This note reads the phonon frequencies of gallium arsenide at two points on the edge of the Brillouin zone. They come from harmonic phonon calculations with a gradient-corrected density functional. In the column "phonon q row", 1 stands for the point W and 2 for the point X. Frequencies are in 1/cm.

Harmonic phonon frequencies of GaAs at a given, unrelaxed geometry, computed with ABINIT 10.8.3 using PBEsol, JTH PAW PBE v2.0 datasets, a plane-wave cutoff of 353.748 eV and a shifted 4×4×4 k mesh, without dispersion correction or spin–orbit coupling. Phonon q row 1 is W (0.5, 0.25, 0.75) and 2 is X (0.5, 0, 0.5), in reciprocal-lattice coordinates.

```
row  phonon q row (row)  phonon frequency (cm⁻¹)
  1                   1                    92.50
  2                   1                   104.60
  3                   1                   192.80
  4                   1                   200.00
  5                   1                   249.10
  6                   1                   260.20
  7                   2                    72.00
  8                   2                    72.00
  9                   2                   214.10
 10                   2                   233.80
 11                   2                   248.50
 12                   2                   248.50
```

**1. Why does X repeat two of its frequencies, while W repeats none?**

The cell holds two atoms, each free to move in three directions, so every wave vector has six modes. At X the wave runs along a cube axis, here called z, and the directions x and y are equivalent. Transverse modes, in which atoms move across the wave, therefore come in equal pairs: rows 7 and 8, and rows 11 and 12. The two single modes, rows 9 and 10, are longitudinal, with motion along z. At W the symmetry is too low to force any pairs, so six different values there are no sign of a distorted crystal.

**2. Do the two masses explain the spread at X?**

A chain of alternating light and heavy beads on equal springs is the simplest comparison. At its zone edge one mode moves only the light beads and the other only the heavy ones. Squared frequency is stiffness divided by mass, so the masses of As and Ga give a frequency ratio of 1.04. The longitudinal modes of GaAs at X also move one kind of atom each, but their ratio is 1.09, so in this calculation the two kinds of atom feel different effective stiffnesses. For the transverse modes the ratio is 3.45 and the chain is no guide, because both kinds of atom move in each of them.

**3. Why is the lowest mode at X, row 7, so low?**

The geometry of the bonds explains it. In a transverse mode at X, symmetry couples Ga atoms moving along x to As atoms moving along y. Each of these motions alone would stretch or compress all four bonds of an atom by the same amount. In row 7 the two motions are phased so that their effects on the bond lengths nearly cancel in every bond; with equal displacements of Ga and As the cancellation would be complete to first order, whatever the masses.

What remains is mainly a change of bond angles, which costs a crystal such as GaAs much less energy than a change of bond lengths. The cancellation comes from the crystal structure, so a low transverse mode at X is to be expected in other semiconductors with this structure too. How low it lies depends on how weakly their bonds resist bending, and also on forces between more distant atoms.

**4. Why does the upper transverse mode, row 11, lie above both longitudinal ones?**

In row 11 the two motions have the opposite phase, and their effects on each bond add. In a longitudinal mode only one end of each bond moves. For equal masses and pure stretching springs, the two kinds of mode are easily compared: twice the stretch gives four times the energy, shared by twice the moving mass. The squared frequency should then double, and the frequency should rise by a factor of about 1.4.

The order agrees with this picture, but the size does not: row 11 lies only 14.7 1/cm above row 10. Readers used to finding the longitudinal optical mode on top are thinking of long waves, where a macroscopic electric field stiffens it. At X the motion reverses from one layer of like atoms to the next, so the long-wave argument does not carry over, and the order depends on the details of the forces between atoms.

**5. Which forces does the spring picture leave out?**

A sum of squares gives the answer. The squared frequencies of a group of coupled motions add up to the diagonal entries of the mass-weighted force matrix. Each entry has two parts: the stiffness an atom feels when it alone moves, and the forces from atoms of its own kind that move with it. The first part is the same in every direction, because each atom sits at a tetrahedral site. Forces between Ga and As enter only there, whatever their range.

If those were the only forces, the two longitudinal squares would have the same sum as one lower and one upper transverse square. The model has no adjustable constant, and rows 7 to 12 test it:

- longitudinal: 214.1² + 233.8² ≈ 100 500
- transverse: 72.0² + 248.5² ≈ 66 900

The first sum is 1.50 times the second, so the model fails clearly. Within harmonic theory, the excess must come from forces between like atoms, Ga on Ga and As on As. Bond bending is one natural source: moving one As atom changes an As–Ga–As angle and so pushes on the other As atom. Electric forces between the atoms also contribute, and these frequencies alone do not separate the two.

**6. If like atoms matter so much, why do W and X have nearly the same total?**

The sum of all six squares at W is only 3.4 % below that at X. This looks like support for the simple spring model, but geometry hides the nearest like atoms from this comparison. Each of the twelve nearest like atoms adds the same amount to the total, multiplied by a phase factor that depends on the wave vector. The twelve factors add up to −4 at W and to −4 at X, as the output below shows.

The total therefore cannot register a difference between the two points from these neighbours, however strong their forces are. The next shell of like atoms does have different phase sums, 2 at W and 6 at X. It may account for the remaining 3.4 %, but like atoms farther away and numerical error could contribute as well, and the shares are untested. To detect like-atom forces, compare directions at one wave vector, as in question 5, and not totals at these two.

**7. What would change if the Ga atoms were as light as Al?**

Keep all forces fixed and change only that mass. The longitudinal mode at X that moves Ga would rise by a factor of 1.61, the square root of the mass ratio, and the one that moves As would stay where it is. The raised mode would end up near 376 1/cm if row 10 is the Ga mode, or near 344 1/cm if row 9 is. The pattern of atomic displacements would settle which.

Both transverse frequencies would rise too, but by less than that factor, since As shares in their motion. A real exchange of Ga for Al also changes the forces, so this estimate isolates the effect of mass and does not replace a new calculation.

**8. Which digits can be trusted?**

In relative terms, the lowest mode deserves the least trust. Its 72.0 1/cm lies about 10 % below a measured value of roughly 80, a recalled figure. Errors in the forces enter the squared frequency, and a given error there shifts a low mode much more than a high one. Raising row 7 from 72 to 80 takes 80² − 72² = 1216 in squared frequency. The same amount would move row 11 by only about 2.4 1/cm.

The conclusion about like atoms survives such a correction: with 80 in place of 72, the ratio in question 5 is still about 1.47. The cause of the low value is untested. The plane-wave cutoff is only 0.76 of the value recommended for these potentials, which makes it the first setting to check, followed by the k mesh. Other points could also play a part: the functional itself is approximate, the program applied no correction for the acoustic sum rule at these wave vectors, and the potentials were made for the PBE functional, not for PBEsol.

In practice, repeat the calculation with a higher cutoff and then with a denser mesh, and watch row 7. Do this before computing a full set of wave vectors for a low-temperature heat capacity, to which low modes contribute most. Until then, differences of a few 1/cm or less, such as that between 249.1 at W and 248.5 at X, should not be given a physical cause.

Printed output of the fit:

```
Frequency ratio from the masses alone, square root of As mass over Ga mass: 1.037
X, upper over lower transverse frequency: 3.451
X, the same ratio squared: 11.91
X, upper over lower longitudinal frequency: 1.092
X, upper transverse less upper longitudinal, 1/cm: 14.7
Longitudinal force constant ratio, upper over lower mode, if Ga moves in the upper: 1.11
Longitudinal force constant ratio, upper over lower mode, if As moves in the upper: 1.281
Factor on a pure Ga mode when Ga gets the mass of Al: 1.608
Upper longitudinal X mode with Al mass, if it is the Ga mode, 1/cm: 375.8
Lower longitudinal X mode with Al mass, if it is the Ga mode, 1/cm: 344.2
X, sum of the two longitudinal squares, 1/cm2: 100501
X, sum of one lower and one upper transverse square, 1/cm2: 66936
Longitudinal over transverse sum (1 without like-atom forces): 1.501
The same ratio with the lower transverse mode set to a rough 80 1/cm: 1.475
Sum of all six squares at W, 1/cm2: 226424
Sum of all six squares at X, 1/cm2: 234374
W total below X total, percent: 3.392
Phase sum over the 12 nearest like atoms at W: -4
Phase sum over the 12 nearest like atoms at X: -4
Phase sum over the next 6 like atoms at W: 2
Phase sum over the next 6 like atoms at X: 6
Lower transverse X mode below a rough recalled measured 80, 1/cm: 8
Shift of the upper transverse X mode for the same change in squared frequency, 1/cm: 2.435
```
